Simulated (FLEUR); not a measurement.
# Sn (Fd-3m) in FLEUR: a series of runs

The runs below take Sn through band structure, equation of state, with Wu-Cohen GGA.

Program: FLEUR MaX-R8.1 (later development tree). These are calculated values, not measurements. Logs are shortened: lines on timing, memory, paths and dates and some standing lists are left out, and cuts for length are marked.

## Step 1: Starting point

Symmetry: Fd-3m, No. 227, cubic system. The conventional cell has a = 6.467 Å, b = 6.467 Å, c = 6.467 Å, α = 90.00°, β = 90.00°, γ = 90.00°. Sn (site symmetry -43m) is surrounded by 4 Sn at 2.80 Å.

This isn't the form of Sn at room conditions, which is tetragonal (white tin).

## Step 2: Band structure, Wu-Cohen GGA

File inp.xml:

```xml
<?xml version="1.0" encoding="UTF-8" standalone="no"?>
<fleurInput fleurInputVersion="0.39">
   <comment>
      Sn                                                                                                  
   </comment>
   <calculationSetup>
      <cutoffs Kmax="3.8" Gmax="11.8" GmaxXC="11.8" numbands="0"/>
      <scfLoop itmax="60" minDistance="0.00001" maxIterBroyd="15" imix="Anderson" alpha="0.05" precondParam="0.0" spinf="2.0" sdNocoIR="T"/>
      <coreElectrons ctail="T" frcor="F" kcrel="0" coretail_lmax="0"/>
      <xcFunctional name="wc" relativisticCorrections="F"/>
      <magnetism jspins="1"/>
      <soc l_soc="F" theta="0.0" phi="0.0" spav="F"/>
      <expertModes spex="0" secvar="F"/>
      <geometryOptimization l_f="F" forcealpha="1.0" forcemix="BFGS" epsdisp="0.00001" epsforce="0.00001"/>
      <ldaU l_linMix="F" mixParam="0.05" spinf="1.0"/>
   </calculationSetup>
   <cell>
      <bzIntegration valenceElectrons="44.0" mode="hist" fermiSmearingEnergy="0.00183747">
         <kPointListSelection listName="default-1"/>
         <!-- k-points included here -->
         <xi:include xmlns:xi="http://www.w3.org/2001/XInclude" href="kpts.xml"> </xi:include>
      </bzIntegration>
      <!-- symmetry operations included here -->
      <xi:include xmlns:xi="http://www.w3.org/2001/XInclude" href="sym.xml"> </xi:include>
      <bulkLattice scale="1.0">
         <bravaisMatrix>
            <row-1>    0.0000000000000000     6.1101323589473129     6.1101323589473129</row-1>
            <row-2>    6.1101323589473129     0.0000000000000000     6.1101323589473129</row-2>
            <row-3>    6.1101323589473129     6.1101323589473129     0.0000000000000000</row-3>
         </bravaisMatrix>
      </bulkLattice>
   </cell>
   <atomSpecies>
      <species name="Tin (Sn)" element="Sn" atomicNumber="50">
         <mtSphere radius="2.45" gridPoints="811" logIncrement="0.016"/>
         <atomicCutoffs lmax="10" lnonsphr="8"/>
         <electronConfig flipSpins="F">
            <coreConfig>(1s1/2) (2s1/2) (2p1/2) (2p3/2) (3s1/2) (3p1/2) (3p3/2) (3d3/2) (3d5/2)</coreConfig>
            <valenceConfig>(4s1/2) (4p1/2) (4p3/2) (5s1/2) (4d3/2) (4d5/2) (5p1/2) (5p3/2)</valenceConfig>
            <stateOccupation state="(5p1/2)" spinUp="0.333333" spinDown="0.333333"/>
            <stateOccupation state="(5p3/2)" spinUp="0.666667" spinDown="0.666667"/>
         </electronConfig>
         <energyParameters s="5" p="5" d="4" f="4"/>
         <lo type="SCLO" l="0" n="4" eDeriv="0"/>
         <lo type="SCLO" l="1" n="4" eDeriv="0"/>
         <lo type="SCLO" l="1" n="4" eDeriv="1"/>
         <lo type="SCLO" l="2" n="4" eDeriv="2"/>
         <lo type="SCLO" l="3" n="4" eDeriv="2"/>
      </species>
   </atomSpecies>
   <atomGroups>
      <atomGroup species="Tin (Sn)">
         <relPos label="                   1">-3.000/8.000 -3.000/8.000 -3.000/8.000</relPos>
         <relPos label="                   2">3.000/8.000 3.000/8.000 3.000/8.000</relPos>
         <force calculate="T" relaxXYZ="TTT"/>
      </atomGroup>
   </atomGroups>
   <output dos="F" band="F" slice="F">
      <checks vchk="F" cdinf="F"/>
      <bandDOS minEnergy="-.5*Htr" maxEnergy="0.5*Htr" sigma="0.015" storeEVData="T"/>
      <vacuumDOS vacdos="F" integ="F" star="F" nstars="0" locx1="0.0" locy1="0.0" locx2="0.0" locy2="0.0" nstm="0" tworkf="0.0"/>
      <unfoldingBand unfoldBand="F" supercellX="1" supercellY="1" supercellZ="1"/>
      <plotting iplot="0" polar="F">
         <plot TwoD="T" vec1="  1.0  0.0  0.0" vec2="  0.0  1.0  0.0" vec3="  0.0  0.0  1.0" zero="  0.0  0.0  0.0" file="plot"/>
      </plotting>
      <chargeDensitySlicing numkpt="0" minEigenval="0.0" maxEigenval="0.0" nnne="0" pallst="F"/>
      <specialOutput eonly="F"/>
      <moessbauerParams electricFieldGradient="T" isomerShift="T" coreHyperfine="T" valenceHyperfine="T"/>
      <magneticCircularDichroism mcd="F" energyLo="-10.0" energyUp="0.0"/>
   </output>
  <!-- We include the file relax.xml here to enable relaxations (see documentation) -->
  <xi:include xmlns:xi="http://www.w3.org/2001/XInclude" href="relax.xml"> <xi:fallback/> </xi:include>
</fleurInput>
```

File crystal.txt:

```
Sn
&input cartesian=F /
0.0000000000  3.2333428000  3.2333428000
3.2333428000  0.0000000000  3.2333428000
3.2333428000  3.2333428000  0.0000000000
1.8897261246
1.0 1.0 1.0

2
50 0.7500000000  0.7500000000  0.7500000000
50 0.5000000000  0.5000000000  0.5000000000

&kpt div1=7 div2=7 div3=7 gamma=T /
```

File inp.xml (bands):

```
<?xml version="1.0" encoding="UTF-8" standalone="no"?>
<fleurInput fleurInputVersion="0.39">
   <comment>
      Sn                                                                                                  
   </comment>
   <calculationSetup>
      <cutoffs Kmax="3.8" Gmax="11.8" GmaxXC="11.8" numbands="0"/>
      <scfLoop itmax="60" minDistance="0.00001" maxIterBroyd="15" imix="Anderson" alpha="0.05" precondParam="0.0" spinf="2.0" sdNocoIR="T"/>
      <coreElectrons ctail="T" frcor="F" kcrel="0" coretail_lmax="0"/>
      <xcFunctional name="wc" relativisticCorrections="F"/>
      <magnetism jspins="1"/>
      <soc l_soc="F" theta="0.0" phi="0.0" spav="F"/>
      <expertModes spex="0" secvar="F"/>
      <geometryOptimization l_f="F" forcealpha="1.0" forcemix="BFGS" epsdisp="0.00001" epsforce="0.00001"/>
      <ldaU l_linMix="F" mixParam="0.05" spinf="1.0"/>
   </calculationSetup>
   <cell>
      <bzIntegration valenceElectrons="44.0" mode="hist" fermiSmearingEnergy="0.00183747">
         <kPointListSelection listName="path-1"/>
         <!-- k-points included here -->
         <xi:include xmlns:xi="http://www.w3.org/2001/XInclude" href="kpts.xml"> </xi:include>
      </bzIntegration>
      <!-- symmetry operations included here -->
      <xi:include xmlns:xi="http://www.w3.org/2001/XInclude" href="sym.xml"> </xi:include>
      <bulkLattice scale="1.0">
         <bravaisMatrix>
            <row-1>    0.0000000000000000     6.1101323589473129     6.1101323589473129</row-1>
            <row-2>    6.1101323589473129     0.0000000000000000     6.1101323589473129</row-2>
            <row-3>    6.1101323589473129     6.1101323589473129     0.0000000000000000</row-3>
         </bravaisMatrix>
      </bulkLattice>
   </cell>
   <atomSpecies>
      <species name="Tin (Sn)" element="Sn" atomicNumber="50">
         <mtSphere radius="2.45" gridPoints="811" logIncrement="0.016"/>
         <atomicCutoffs lmax="10" lnonsphr="8"/>
         <electronConfig flipSpins="F">
            <coreConfig>(1s1/2) (2s1/2) (2p1/2) (2p3/2) (3s1/2) (3p1/2) (3p3/2) (3d3/2) (3d5/2)</coreConfig>
            <valenceConfig>(4s1/2) (4p1/2) (4p3/2) (5s1/2) (4d3/2) (4d5/2) (5p1/2) (5p3/2)</valenceConfig>
            <stateOccupation state="(5p1/2)" spinUp="0.333333" spinDown="0.333333"/>
            <stateOccupation state="(5p3/2)" spinUp="0.666667" spinDown="0.666667"/>
         </electronConfig>
         <energyParameters s="5" p="5" d="4" f="4"/>
         <lo type="SCLO" l="0" n="4" eDeriv="0"/>
         <lo type="SCLO" l="1" n="4" eDeriv="0"/>
         <lo type="SCLO" l="1" n="4" eDeriv="1"/>
         <lo type="SCLO" l="2" n="4" eDeriv="2"/>
         <lo type="SCLO" l="3" n="4" eDeriv="2"/>
      </species>
   </atomSpecies>
   <atomGroups>
      <atomGroup species="Tin (Sn)">
         <relPos label="                   1">-3.000/8.000 -3.000/8.000 -3.000/8.000</relPos>
         <relPos label="                   2">3.000/8.000 3.000/8.000 3.000/8.000</relPos>
         <force calculate="T" relaxXYZ="TTT"/>
      </atomGroup>
   </atomGroups>
   <output dos="F" band="T" slice="F">
      <checks vchk="F" cdinf="F"/>
      <bandDOS minEnergy="-.5*Htr" maxEnergy="0.5*Htr" sigma="0.015" storeEVData="T"/>
      <vacuumDOS vacdos="F" integ="F" star="F" nstars="0" locx1="0.0" locy1="0.0" locx2="0.0" locy2="0.0" nstm="0" tworkf="0.0"/>
      <unfoldingBand unfoldBand="F" supercellX="1" supercellY="1" supercellZ="1"/>
      <plotting iplot="0" polar="F">
         <plot TwoD="T" vec1="  1.0  0.0  0.0" vec2="  0.0  1.0  0.0" vec3="  0.0  0.0  1.0" zero="  0.0  0.0  0.0" file="plot"/>
      </plotting>
      <chargeDensitySlicing numkpt="0" minEigenval="0.0" maxEigenval="0.0" nnne="0" pallst="F"/>
      <specialOutput eonly="F"/>
      <moessbauerParams electricFieldGradient="T" isomerShift="T" coreHyperfine="T" valenceHyperfine="T"/>
      <magneticCircularDichroism mcd="F" energyLo="-10.0" energyUp="0.0"/>
   </output>
  <!-- We include the file relax.xml here to enable relaxations (see documentation) -->
  <xi:include xmlns:xi="http://www.w3.org/2001/XInclude" href="relax.xml"> <xi:fallback/> </xi:include>
</fleurInput>
```

Potentials or basis: all-electron, FLAPW.

Launch:

```console
inpgen -f crystal.txt -profile fastHighL
# inp.xml edited to the form shown
fleur_MPI
fleur_MPI   # second run, on inp.xml (bands)
```

What it wrote:

```text
Welcome to FLEUR        (www.flapw.de)
      MaX-Release 8.1          (www.max-centre.eu)

 ========== k-point set info ==========
 Selected k-point list: default-1
 k-point list type: mesh
 7 x 7 x 7
 Number of k points: 20

 ------------Calculation Setup---------------------------
 Number of MPI-tasks      :            1
 Number of PE/node        :            1
 Number of OMP-threads    :            1
 Most efficient MPI parallelization for:
           1           2           4           5          10          20
 Additional eigenvalue parallelization possible
 Number of basis functions:          506
 Approximate size of matrices (H+S) per k-point:         0.004 GB
 --------------------------------------------------------
 Iteration:     1   Distance:       5.18789482 me/bohr^3
 Iteration:     2   Distance:       4.87787275 me/bohr^3
 Iteration:     3   Distance:       1.51307369 me/bohr^3
 Iteration:     4   Distance:       0.23130456 me/bohr^3
 Iteration:     5   Distance:       0.16289561 me/bohr^3
 Iteration:     6   Distance:       0.02064127 me/bohr^3
 Iteration:     7   Distance:       0.01587022 me/bohr^3
 Iteration:     8   Distance:       0.00433553 me/bohr^3
 Iteration:     9   Distance:       0.00043486 me/bohr^3
 Iteration:    10   Distance:       0.00034007 me/bohr^3
 Iteration:    11   Distance:       0.00001785 me/bohr^3
 Iteration:    12   Distance:       0.00000495 me/bohr^3

 ********************************************************************
 Run finished successfully
 Stop message:
   all done
 ********************************************************************
```

output (bands):

```text
Welcome to FLEUR        (www.flapw.de)
      MaX-Release 8.1          (www.max-centre.eu)

 ========== k-point set info ==========
 Selected k-point list: path-1
 k-point list type: path
 Number of k points: 60

 ------------Calculation Setup---------------------------
 Number of MPI-tasks      :            1
 Number of PE/node        :            1
 Number of OMP-threads    :            1
 Most efficient MPI parallelization for:
           1           2           3           4           5           6          10          12          15          20          30          60
 Additional eigenvalue parallelization possible
 Number of basis functions:          514
 Approximate size of matrices (H+S) per k-point:         0.004 GB
 --------------------------------------------------------
 Fermi energy correction for metals:
 Fermi energy in bands.* files may not be consistent with last density.
 Please correct it manually (e.g. in band.gnu file).

 Note: Band structure data (together with different weights) is also stored in the banddos.hdf file.
       A convenient way of extracting and plotting the data from that file is by making use of the

 ********************************************************************
 Run finished successfully
 Stop message:
   Charge density postprocessing done.
 ********************************************************************
```

out.xml (last iteration):

```text
<iteration numberForCurrentRun="   12" overallNumber="   12">
         <energyParameters units="Htr">
            <atomicEP atomType="1" spin="1" branch="5s" branchLowest="-4.56" branchHighest="0.87" value="-0.1270435870"/>
            <atomicEP atomType="1" spin="1" branch="5p" branchLowest="-2.93" branchHighest="1.57" value="0.0732482119"/>
            <atomicEP atomType="1" spin="1" branch="4d" branchLowest="-17.03" branchHighest="-0.54" value="-0.5811101110"/>
            <atomicEP atomType="1" spin="1" branch="4f" branchLowest="-9.99" branchHighest="1.86" value="0.4127641484"/>
            <loAtomicEP atomType="1" spin="1" branch="4s" branchLowest="-30.67" branchHighest="-4.56" value="-4.5599305759"/>
            <loAtomicEP atomType="1" spin="1" branch="4p" branchLowest="-25.30" branchHighest="-2.93" value="-2.9443484266"/>
            <loAtomicEP atomType="1" spin="1" branch="4p" branchLowest="-25.30" branchHighest="-2.93" value="-2.9443484266"/>
            <loAtomicEP atomType="1" spin="1" branch="4d" branchLowest="-17.03" branchHighest="-0.54" value="-0.5937921220"/>
            <loAtomicEP atomType="1" spin="1" branch="4f" branchLowest="-9.99" branchHighest="1.86" value="0.4127667888"/>
         </energyParameters>
         <eigenvalues>
            <eigenvaluesAt spin="1" ikpt="1" k_x="0.00000000" k_y="0.00000000" k_z="0.00000000">
                      -4.5599854707       -4.5598669283       -2.9360945590       -2.9360945590       -2.9360945590
                      -2.9355413070       -2.9355413070       -2.9355413070       -0.6027233510       -0.6027233510
                      -0.6027233510       -0.6004504960       -0.6004504960       -0.5886899867       -0.5886899867
                      -0.5886899867       -0.5882480248       -0.5882480248       -0.2014307474        0.1684262107
                       0.1954370866        0.1954370866        0.1954370866        0.2711497330        0.2711497330
                       0.2711497330        0.3696925364        0.4866901913        0.4866901913        0.4948899054
                       0.4948899054        0.4948899054        0.5836763447        0.8444611286
            </eigenvaluesAt>
            <eigenvaluesAt spin="1" ikpt="2" k_x="0.00000000" k_y="0.00000000" k_z="0.14285714">
                      -4.5599811875       -4.5598711839       -2.9361005743       -2.9361005743       -2.9360809194
                      -2.9355535362       -2.9355345711       -2.9355345711       -0.6032308129       -0.6032308129
                      -0.6025533033       -0.5997193856       -0.5997193856       -0.5896076386       -0.5896076386
[... 44 lines left out ...]
         </coreStates>
         <allElectronCharges>
            <spinDependentCharge spin="1" total="100.0000000" interstitial="4.3002591" mtSpheres="95.6997409"/>
            <totalCharge value="99.9999999990"/>
         </allElectronCharges>
         <moessbauerParams unitsHFF="kG" unitsIS="e/bohr^3" unitsEFG="Htr/bohr^2">
            <coreIsomerShift atomType="1" isTotal="193486.81926">
               <shell n="1" l="0" isomerShift="169224.59019"/>
               <shell n="2" l="0" isomerShift="19832.96403"/>
               <shell n="2" l="1" isomerShift="477.83609"/>
               <shell n="3" l="0" isomerShift="3851.22387"/>
               <shell n="3" l="1" isomerShift="100.20506"/>
               <shell n="3" l="2" isomerShift="0.00002"/>
            </coreIsomerShift>
            <isomerShift atomType="1" nucleusRadius="0.0001161" averageDensity="194332.39239"/>
            <electricFieldGradient atomType="1" VXX="0.00000" VYY="0.00000" VZZ="0.00000" asymParam="0.00000">
            </electricFieldGradient>
         </moessbauerParams>
         <totalEnergy                                    value="   -12356.7022941423" units="Htr">
            <sumOfEigenvalues                            value="    -7465.2897640867">
               <coreElectrons value="-7400.0622530386"/>
               <valenceElectrons value="-65.2275110482"/>
            </sumOfEigenvalues>
            <densityCoulombPotentialIntegral value="-20043.1616227569"/>
            <densityEffectivePotentialIntegral value="-20474.3959831737"/>
            <chargeDenXCDenIntegral value="-329.2552405714"/>
            <FockExchangeEnergyValence value="0.0000000000"/>
            <FockExchangeEnergyCore value="0.0000000000"/>
            <atomTypeDependentContributions atomType="1">
               <electronNucleiInteractionDifferentMTs value="14966.5200669483"/>
               <MadelungTerm value="-48.4523943311"/>
            </atomTypeDependentContributions>
            <tkbTimesEntropy value="0.0000764910"/>
            <freeEnergy value="-12356.7023706332"/>
            <extrapolationTo0K value="-12356.7023323878"/>
         </totalEnergy>
         <densityConvergence units="me/bohr^3">
            <chargeDensity spin="1" distance="0.0000049512"/>
         </densityConvergence>
      </iteration>
```

Wall time 28 s (1 thread of Arm Neoverse V1, shared host); peak memory 0.07 GiB.

What came out:

```
Free energy                                           : -336243.0009 eV
Band gap along the path                               : none (metal or under the smearing width)
Valence electrons inside the program's atomic spheres : Sn 19.85 (radii Sn 2.45 bohr)
```

Levels at the corners of the path, in eV from the Fermi level:
```
point  band 19  band 20  band 21  band 22  band 23  band 24  band 25  band 26
    Γ   -10.64    -0.57     0.16     0.16     0.16     2.22     2.22     2.22
    X    -7.50    -7.50    -2.43    -2.43     0.81     0.81     7.84     7.84
    W    -7.44    -7.44    -3.03    -3.03     3.49     3.49     4.05     4.05
    K    -7.91    -7.01    -3.37    -2.06     1.10     3.41     5.83     6.11
    Γ   -10.64    -0.57     0.16     0.16     0.16     2.22     2.22     2.22
    L    -8.99    -6.30    -1.06    -1.06     0.01     3.29     3.29     5.56
    U    -7.91    -7.01    -3.37    -2.06     1.10     3.41     5.83     6.11
    W    -7.44    -7.44    -3.03    -3.03     3.49     3.49     4.05     4.05
    L    -8.99    -6.30    -1.06    -1.06     0.01     3.29     3.29     5.56
    K    -7.91    -7.01    -3.37    -2.06     1.10     3.41     5.83     6.11
    U    -7.91    -7.01    -3.37    -2.06     1.10     3.41     5.83     6.11
    X    -7.50    -7.50    -2.43    -2.43     0.81     0.81     7.84     7.84
```

Core levels (eV from the Fermi level):
```csv
atom,levels
1 Sn,"1s1/2 -28987.3, 2s1/2 -4371.0, 2p1/2 -4083.4, 2p3/2 -3852.7, 3s1/2 -839.7, 3p1/2 -722.8, 3p3/2 -680.7, 3d3/2 -473.7, 3d5/2 -465.1"
2 Sn,"1s1/2 -28987.3, 2s1/2 -4371.0, 2p1/2 -4083.4, 2p3/2 -3852.7, 3s1/2 -839.7, 3p1/2 -722.8, 3p3/2 -680.7, 3d3/2 -473.7, 3d5/2 -465.1"
```

Caveat: spin-orbit coupling is left out, which moves the levels of the heavy elements.

(Continued in part 2 of 2.)
